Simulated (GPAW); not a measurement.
The system is Li.

```
Li
1.0
    -1.75465    1.75465    1.75465
     1.75465   -1.75465    1.75465
     1.75465    1.75465   -1.75465
Li
1
Direct
  0.00000 0.00000 0.00000
```

- Program: GPAW 26.7.0
- Task: relaxation of cell and atoms
- Functional: revPBE
- Dispersion: D3(BJ)
- Potentials or basis: the program's PAW data sets (release 1.2.1) made for this functional
- Cutoff: 800 eV
- Basis: pw
- k mesh: 11 × 11 × 11
- Occupations: fermi-dirac, width 0.05 eV
- Spin: no spin polarisation

At the start: pressure -2.4 GPa; volume 21.61 Å³/atom.

Task: Where does the relaxation end?

Result: Over 18 steps the energy falls by 36.1 meV/atom and the volume is 17.44 Å³/atom (-19.3 %); space group Im-3m (No. 229, to 0.05 Å).

The path:
| step | energy change (eV) | largest force (eV/Å) | pressure (GPa) | volume (Å³) |
| --- | --- | --- | --- | --- |
| 1 | 0.0000 | 0.0000 | -2.44 | 21.61 |
| 2 | -0.0032 | 0.0000 | -2.37 | 21.40 |
| 3 | -0.0091 | 0.0000 | -2.20 | 20.99 |
| 4 | -0.0166 | 0.0000 | -1.95 | 20.41 |
| 5 | -0.0244 | 0.0000 | -1.58 | 19.69 |
| 6 | -0.0311 | 0.0000 | -1.10 | 18.90 |
| 7 | -0.0353 | 0.0000 | -0.48 | 18.06 |
| 8 | -0.0359 | 0.0000 | 0.27 | 17.24 |
| 9 | -0.0359 | 0.0000 | 0.27 | 17.24 |
| 10 | -0.0359 | 0.0000 | 0.26 | 17.25 |
| 11 | -0.0359 | 0.0000 | 0.25 | 17.26 |
| 12 | -0.0359 | 0.0000 | 0.23 | 17.27 |
| 13 | -0.0359 | 0.0000 | 0.22 | 17.29 |
| 14 | -0.0360 | 0.0000 | 0.20 | 17.31 |
| 15 | -0.0360 | 0.0000 | 0.17 | 17.34 |
| 16 | -0.0360 | 0.0000 | 0.14 | 17.36 |
| 17 | -0.0360 | 0.0000 | 0.11 | 17.40 |
| 18 | -0.0361 | 0.0000 | 0.07 | 17.44 |

Final structure:
```
CELL_PARAMETERS angstrom
-1.63370 1.63370 1.63370
1.63370 -1.63370 1.63370
1.63370 1.63370 -1.63370
ATOMIC_POSITIONS crystal
Li 0.00000 0.00000 0.00000
```

The cell as given is a measured one (21.61 Å³/atom); revPBE+D3(BJ) puts the equilibrium volume -19.3 % from it, thermal expansion not counted.

Caveat: later steps reuse the first step's grids; the volume moved by over 15 % at a fixed basis, so the end points are rough; the volume moved by -19 % from the deposited cell, more than functionals usually miss; pairwise dispersion overbinds metals, which lowers pressure and volume.
